Whether a strained piece of diamond needs its own band-gap calculation, or can borrow the gap of the unstrained crystal, depends on how fast the gap changes with volume. The r2SCAN results below cover compression by 12 % and expansion by 17 %, measured from the stress-free volume of 5.641 Å³ per atom. Both gaps fall at every step as the crystal expands. Over the full range the band gap loses 0.67 eV, too much to ignore, but the fall is regular enough to estimate by hand.

Diamond under hydrostatic strain, computed with Ansatz 0.2.0 using density-functional theory (r2SCAN), plane waves and PAW potentials, without spin polarisation or spin–orbit coupling. The wave cutoff is 500 eV, the k mesh 12×12×12 and the occupations are fixed. Both gaps are the smallest found over the mesh and additional k points.

```
volume (Å³/atom)  shortest distance (Å)  band gap (eV)  least direct gap (eV)
           4.991                  1.480          4.666                  6.244
           5.148                  1.495          4.581                  6.156
           5.309                  1.511          4.506                  6.068
           5.473                  1.526          4.433                  5.981
           5.641                  1.542          4.366                  5.896
           5.812                  1.557          4.292                  5.811
           5.899                  1.565          4.257                  5.769
           5.986                  1.572          4.223                  5.727
           6.144                  1.586          4.166                  5.654
           6.164                  1.588          4.156                  5.645
           6.345                  1.603          4.090                  5.563
           6.622                  1.626          3.996                  5.443
```

The least direct gap lies at Γ, the point where the electron wave repeats identically from cell to cell. There the highest filled and the lowest empty level are each threefold, and in the standard bonding picture both are built from carbon p orbitals. The filled set is their bonding combination and the empty set the antibonding one. The energy of the free p orbital enters both alike and drops out of the difference. What remains is the coupling between neighbouring atoms, which weakens as the bonds lengthen, so the gap shrinks.

The hydrogen molecule shows the same thing in its simplest form: pull the two atoms apart, and the bonding and antibonding levels approach each other. The comparison gives the direction of the change in diamond but not its rate. Each carbon atom has four neighbours, and its p orbitals couple both end-on and sideways. The band gap also needs more care than the direct gap, because its upper state lies away from Γ, about 0.7 of the way to the zone boundary point X. For that state the bonding argument alone does not settle even the direction of the change, so the fall of the band gap is taken from the table.

For the rate, a simple power of the volume is enough. With E₀ the gap at the stress-free volume V₀, the gap E at volume V is roughly

E ≈ E₀ √(V₀/V)

For small changes this becomes a rule for the head: one per cent more volume takes off half a per cent of the gap. One per cent more bond length means three per cent more volume, and so costs one and a half per cent of the gap.

Take first the compressed crystal at 5.148 Å³ per atom. The volume ratio is 5.641/5.148 = 1.096, and its square root is 1.047. Multiplied by the stress-free gap of 4.366 eV, this gives 4.57 eV, about 0.01 eV below the computed value.

The most expanded crystal, at 6.622 Å³ per atom, is a harder case. The root is now 0.923 and the estimate 4.03 eV, against a computed 3.996 eV. This is the largest miss of the rule for the band gap, about 0.03 eV. It amounts to roughly a tenth of the change from the stress-free crystal, because the rule lets this gap fall a little too slowly.

On the expanded side the direct gap follows the rule more closely, with estimates within 0.005 eV. Under compression it does no better than the band gap, and its worst miss, at the strongest compression, is 0.02 eV. The stress-free row is matched by construction. The power one half is a round number chosen with these results in view; free fits to all rows give 0.54 for the band gap and 0.48 for the direct gap. The misses therefore describe how well the rule sums up this table, and do not test it on new data. The printed analysis after this text gives them row by row.

A simple alternative lets the coupling fall as the inverse square of the bond length, which means the volume to the power −2/3. That is too steep for both gaps, and for the direct gap it misses by up to 0.15 eV. A possible reason lies in the two kinds of p coupling. At Γ, when the end-on part is bonding, the sideways part is antibonding and cancels some of it. If the sideways part dies off faster with distance, the cancellation fades and the gap falls more slowly; the calculation does not separate the two parts, so this remains a conjecture.

The rule belongs to these two gaps, not to diamond's levels in general. Between 5.309 and 6.164 Å³ per atom, the distance at Γ from the valence top to the first level above the threefold empty one falls much faster, as the volume to the power of about −1.8. Nor does it carry over unchecked to a neighbouring material. Silicon has the same structure, and its conduction minimum also lies between Γ and X, yet its indirect gap is known to shrink under pressure, where diamond's grows.

The strain must also be equal in all directions, since a one-sided pull splits the threefold levels. Differences in the band gap of less than about 0.01 eV between rows can come from sampling, because the conduction minimum was not taken at quite the same point in every row. The absolute gap is too small as well: the measured value is roughly 5.5 eV, and the missing zero-point motion would lower the computed gap further. Applying the square-root factor to a measured gap is reasonable for a first estimate of the effect of pressure, but these results do not test that step. It should not be used for expansion by heating, where the vibrations of the atoms also change the gap.

The analysis program printed:

```
Square-root rule and misses in eV (rule less table):
    row  gap by rule        miss  direct gap by rule  direct miss  miss of power 2/3  miss of straight line
  4.991        4.642     -0.0244               6.268      0.02418            0.07128               -0.04846
  5.148         4.57    -0.01072               6.172      0.01586            0.05947               -0.02421
  5.309          4.5   -0.005555               6.078     0.009559            0.04017               -0.01152
  5.473        4.433  -0.0004968               5.986     0.004808             0.0219              -0.001986
  5.641        4.366           0               5.896            0                  0                      0
  5.812        4.301    0.009293               5.809    -0.002383           -0.01206               0.007825
  5.899        4.269     0.01246               5.766    -0.003376           -0.01925               0.009157
  5.986        4.238     0.01532               5.724    -0.003428           -0.02641               0.009489
  6.144        4.183     0.01747               5.649    -0.004501           -0.04167               0.005345
  6.164        4.177     0.02067                5.64    -0.004674           -0.04059               0.007605
  6.345        4.117     0.02667               5.559    -0.003705           -0.05324                0.00356
  6.622         4.03     0.03365               5.442    -0.001221           -0.07261              -0.009635
fit of lg on 12 rows: constant 1.473 +/- 0.00016, coefficient of lv -0.5448 +/- 0.0019; rms 0.000494, worst 5.641 -0.000934, leave-one-out rms 0.000622
fit of ld on 12 rows: constant 1.774 +/- 0.00023, coefficient of lv -0.4846 +/- 0.0027; rms 0.000708, worst 6.622 0.00149, leave-one-out rms 0.000961
Fall of the band gap from smallest to largest volume (eV): 0.67
Largest miss of square-root rule for band gap (eV): 0.03365
Largest miss of square-root rule for direct gap (eV): 0.02418
Largest miss of power 2/3 for band gap (eV): 0.07261
Largest miss of power 2/3 for direct gap (eV): 0.1534
Largest miss of straight line for band gap (eV): 0.04846
Square-root factor at volume 5.148: 1.047
Square-root factor at volume 6.622: 0.923
Smallest volume against anchor (per cent): -11.52
Largest volume against anchor (per cent): 17.39
Slope of band gap with ln volume between 5.473 and 5.812 (eV): -2.346
The same slope by the square-root rule at the anchor (eV): -2.183
Falling power of volume for valence width at zone centre: 0.6077
Falling power of volume for eighth level above valence top: 1.751
Excess of anchor gap from its k point (meV): 4.468
```
